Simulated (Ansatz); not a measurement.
# Ti3Al (P-6m2) in Ansatz: further runs

Runs on Ti3Al. Level: PBEsol. Tasks: band structure.

All numbers are computed with Ansatz 0.2.0; they aren't measurements. Logs are shortened: lines on timing, memory, paths and dates and some standing lists are left out, and cuts for length are marked.

### Step 1. The structure

Symmetry: P-6m2, No. 187, hexagonal system. The conventional cell has a = 2.928 Å, b = 2.928 Å, c = 8.857 Å, α = 90.00°, β = 90.00°, γ = 120.00°. Around Ti (site symmetry 3m) lie 9 Ti at 2.78 to 2.93 Å and 3 Al at 2.79 Å. Around Ti (site symmetry -6m2) lie 12 Ti at 2.78 to 2.93 Å. Al (site symmetry -6m2) has 6 Ti at 2.79 Å and 6 Al at 2.93 Å as nearest neighbours.

The cell comes from a database or a generator and needn't be the stable form of this composition.

### Step 2. Band structure, PBEsol, 16.44 Å³/atom

Contents of input.yaml:

```yaml
crystal:
  lattice:
    - [2.9275422229, 0.0, 0.0]
    - [-1.4637711114, 2.5353259357, 0.0]
    - [0.0, 0.0, 8.85730752]
  atoms:
    - { symbol: Ti, position: [0.3333333333, 0.6666666667, 0.249406] }
    - { symbol: Ti, position: [0.3333333333, 0.6666666667, 0.750594] }
    - { symbol: Ti, position: [0.6666666667, 0.3333333333, 0.0] }
    - { symbol: Al, position: [0.6666666667, 0.3333333333, 0.5] }
hamiltonian:
  xc: pbesol
  pseudopotentials: { kind: paw }
kpoints:
  mp_grid: { grid: [9, 9, 3] }
  band_path:
    path:
      - [[0.0, 0.0, 0.0], [0.5, 0.0, 0.0], [0.3333333333, 0.3333333333, 0.0], [0.0, 0.0, 0.0], [0.0, 0.0, 0.5], [0.5, 0.0, 0.5], [0.3333333333, 0.3333333333, 0.5], [0.0, 0.0, 0.5]]
      - [[0.5, 0.0, 0.5], [0.5, 0.0, 0.0]]
      - [[0.3333333333, 0.3333333333, 0.0], [0.3333333333, 0.3333333333, 0.5]]
    npoints: 14
scf:
  occupations: { method: fermi_dirac, width: 0.05 }
  n_extra_bands: 10
output:
  forces: true
  stress: true
  eigenvalues: true
  fatbands: true
```

Potentials or basis: Ansatz PAW.

Started as:

```console
$ ansatz run input.yaml --threads 2 --pin off --max-ram 5632MiB --backend cpu --events-out ev --progress --plain --runs-dir out
```

Output:

```text
Warning: RAYON_NUM_THREADS=2 ignored (pool sized by the plan → 2); use --threads N
scf.n_extra_bands = 10 over 20 filled bands (N_el = 39.0): the run solves 30 bands
Engine: ansatz 0.2.0, x86_64-unknown-linux-gnu
Pseudopotentials: kind: paw
Pseudopotential: Ti, paw, valence charge 12, recommended cutoff 420 eV (normal), Ti.paw.azcp
Pseudopotential: Al, paw, valence charge 3, recommended cutoff 420 eV (normal), Al.paw.azcp
Functional definition: PBEsol
  exchange = pbesol_x
  correlation = pbesol_c
Crystal: 4 atoms, lattice volume = 65.741 Å³
Basis set: ecut = 420 eV, 1265 PW (Γ), exchange–correlation on 40×40×120 points (8 copies of the dense FFT grid, shifted against one another)
Bands: 30, of which v1, the nominal top of the filled ones, is band 20 counted from 1 (19 counted from 0)
Symmetry: 12 space group operations
Space group: P-6m2 (ITA 187), of the structure as read, at distance tolerance 4.0e-5 Å
k-points: 24 of 243 (time reversal used)
Non-local potential: Ti, projectors of the file, l = 0: 3, l = 1: 2, l = 2: 3, l = 3: 1
Non-local potential: Al, projectors of the file, l = 0: 2, l = 1: 2, l = 2: 1
PAW form: soft (Blöchl's): semilocal exchange-correlation on the pseudo side does not see the compensation charge
PAW frozen core: Ti, regenerated for the run's functional, and the local potential with it (the file was generated under x = pbe(κ = 0.804, μ = 0.2195149727645171), c = pbe(β = 0.06672455060314922))
PAW frozen core: Al, regenerated for the run's functional, and the local potential with it (the file was generated under x = pbe(κ = 0.804, μ = 0.2195149727645171), c = pbe(β = 0.06672455060314922))
PAW one-centre angular grid: Ti, 590 points (default); XC on 64 Gauss nodes
PAW one-centre angular grid: Al, 110 points (default); XC on 64 Gauss nodes
Initial density: superposition of atomic densities (neutral atoms: chi_scale 0, normalization atom), corrected by the library's trained network
Initial wavefunctions: pseudopotential atomic-orbital guess
Functional: x = pbesol(κ = 0.804, μ = 0.12345679012345678), c = pbesol(β = 0.046)
SCF iter   1: F=—  HF=-7946.729189 eV  |F-HF|=—  |Δ(HF+E_count)|=         —  Δρ=1.04e-2  dr2=1.45e-1  ethr=1.77e-3  ⟨swp⟩=5.4  Hψ=2638  notcnv=0
preconditioner: auto → Kerker (q_TF=auto, 2.501 Å⁻¹)  [metal: Δε(μ)=0.028 eV  Ē_g=4.244 eV  σ=0.050 eV  W_gap=0.14  n_scr=12 (ndim 8)  ℏωp=17.7 eV  f_vac=0.000  D(μ)=4.37/eV (n_scr^D=50)]
SCF iter   2: F=—  HF=-7946.714215 eV  |F-HF|=—  |Δ(HF+E_count)|=   1.50e-2  Δρ=4.82e-3  dr2=3.43e-2  ethr=3.71e-4  ⟨swp⟩=2.0  Hψ=1101  notcnv=0  defer=45
SCF iter   3: F=—  HF=-7946.710148 eV  |F-HF|=—  |Δ(HF+E_count)|=   4.07e-3  Δρ=7.18e-4  dr2=5.57e-4  ethr=8.80e-5  ⟨swp⟩=2.3  Hψ=958  notcnv=0  defer=45
SCF iter   4: F=—  HF=-7946.710062 eV  |F-HF|=—  |Δ(HF+E_count)|=   8.56e-5  Δρ=2.06e-4  dr2=9.12e-5  ethr=1.43e-6  ⟨swp⟩=2.1  Hψ=793  notcnv=0  defer=45
SCF iter   5: F=—  HF=-7946.710023 eV  |F-HF|=—  |Δ(HF+E_count)|=   3.94e-5  Δρ=2.69e-5  dr2=8.31e-7  ethr=2.34e-7  ⟨swp⟩=2.0  Hψ=770  notcnv=0  defer=45
SCF iter   6: F=-7946.710023 eV  HF=-7946.710023 eV  |F-HF|=3.71e-8  |Δ(HF+E_count)|=   1.21e-7  Δρ=8.87e-6  dr2=5.32e-8  ethr=2.56e-10  ⟨swp⟩=7.6  Hψ=2877  notcnv=0
SCF 1 converged in 6 iterations: F = -7946.710023 eV  dr2 = 5.32e-8
NSCF: frozen V_eff on 129 k-points
SCF converged after 6 iterations
Free energy (F): -7946.710023 eV
Harris-Foulkes:  -7946.710023 eV  (|F-HF|=3.71e-8)
Internal energy: -7946.675007 eV  (E = F + TS)
E sigma→0 (E₀):  -7946.692515 eV
Entropy (-TS):   -0.035016 eV (-8.754 meV/atom)
Fermi energy:    12.259355 eV
--- Per-component energies (eV) ---
  E_band       = -477.812567
  E_kinetic    = 842.429359
  E_local      = -3410.039351  (includes V_loc(G=0)·N_el)
  E_nonlocal   = 38.473726
  E_hartree    = 1480.894143
  E_xc         = -330.671971
  E_vxc        = -395.194986  (∫ρ·V_xc dr)
  E_paw        = -3522.405404  (= ΣΔE_a)
  E_vpaw       = -515.266395  (= ΣTr[D̂ρ^β])
  E_aug_tail   = 0.000325  (compensation charges beyond the density's cutoff)
  E_ewald      = -3045.793127
  E_core_change = 0.437292  (= ΣΔE_core)
  E_smearing   = -0.035016  (= −TS)
  E_closure    = 0.000000  (closes the sum)
  Σ components = -7946.710023   (vs F -7946.710023, Δ=0.00e0)
--- Forces (eV/Å), atoms counted from 1 ---
  atom   1  Ti    -0.00000000    -0.00000000    -0.12512699
  atom   2  Ti    -0.00000000    -0.00000000     0.12512699
  atom   3  Ti     0.00000000     0.00000000    -0.00000000
  atom   4  Al     0.00000000     0.00000000    -0.00000000
  max |Σ_I F_I| component: 1.48e-16 eV/Å
--- Stress (GPa, compression-positive) ---
       -0.889813       0.000000      -0.000000
        0.000000      -0.889813       0.000000
       -0.000000       0.000000       6.505684
  P = ⅓ Tr σ = 1.5754 GPa (15.754 kbar)
--- Band table (eV; the first three rows and the last of 24) ---
  k-point 0: bands = ["-44.1165", "-44.0474", "-43.9687", "-20.8149", "-20.5012", "-20.1738", "-20.1738", "-20.1467", "-20.1170", "-20.1170", "-20.0645", "-20.0645", "3.7841", "7.2624", "7.5020", "9.7854", "11.8130", "13.0256", "13.0256", "13.0977", "13.1150", "13.1150", "13.2790", "13.5249", "13.5249", "14.3439", "14.3439", "15.0829", "15.0829", "15.6523"]
  k-point 1: bands = ["-44.1165", "-44.0475", "-43.9687", "-20.8164", "-20.4983", "-20.1738", "-20.1738", "-20.1482", "-20.1171", "-20.1171", "-20.0644", "-20.0644", "3.8250", "6.5788", "8.5456", "9.5352", "11.5476", "13.0192", "13.0299", "13.0299", "13.1068", "13.1068", "13.3171", "13.5359", "13.5359", "14.3164", "14.3164", "15.1300", "15.1300", "15.6250"]
  k-point 2: bands = ["-44.1036", "-44.0384", "-43.9637", "-20.7925", "-20.5082", "-20.2222", "-20.2169", "-20.1927", "-20.1305", "-20.1171", "-20.1106", "-20.0723", "4.0668", "7.5629", "7.8115", "10.0493", "11.8235", "12.5060", "12.7299", "13.0123", "13.1465", "13.2359", "13.2667", "13.5201", "13.7350", "14.2511", "14.2696", "15.0376", "15.0535", "15.7098"]
  k-point 23: bands = ["-43.9608", "-43.9607", "-43.9511", "-20.6506", "-20.6378", "-20.5778", "-20.4598", "-20.4558", "-20.4108", "-20.3379", "-20.2219", "-20.2079", "10.0572", "10.1669", "10.3909", "10.8133", "10.9970", "11.0077", "11.3728", "11.5447", "12.1846", "12.2949", "12.4359", "14.1538", "14.4315", "14.8344", "15.6871", "15.9232", "15.9881", "16.0572"]
```

Run time: 4.2 s. Hardware: 2 threads of Intel Xeon 6975P-C (Granite Rapids), shared host; peak memory 0.43 GiB.

What came out:

```
Free energy            : -7946.7100 eV
Pressure               : 1.6 GPa
Largest force          : 0.125 eV/Å
Band gap on the k mesh : none (metal or under the smearing width)
```

Caveat: the PAW data sets come from PBE, with cores solved anew for the run's functional, which leaves a small shift of forces and pressure.

### Step 3. Band structure, PBEsol, 16.78 Å³/atom

Changes to input.yaml since step 2:

```diff
@@ -4,3 +4,3 @@
     - [-1.4637711114, 2.5353259357, 0.0]
-    - [0.0, 0.0, 8.85730752]
+    - [0.0, 0.0, 9.04183476]
   atoms:
@@ -28,2 +28,2 @@
   eigenvalues: true
-  fatbands: true
+  fatbands: false
```

Potentials or basis: Ansatz PAW.

Started as:

```console
$ ansatz run input.yaml --threads 2 --pin off --max-ram 5632MiB --backend cpu --events-out ev --progress --plain --runs-dir out
```

Run time: 2.9 s. Hardware: 2 threads of Intel Xeon 6975P-C (Granite Rapids), shared host; peak memory 0.43 GiB.

The run converged. Its results:

| Property | Result |
| --- | --- |
| Free energy | -7946.7428 eV |
| Pressure | -1.1 GPa |
| Largest force | 0.101 eV/Å |
| Band gap on the k mesh | none (metal or under the smearing width) |

Caveat: the PAW data sets come from PBE, with cores solved anew for the run's functional, which leaves a small shift of forces and pressure.
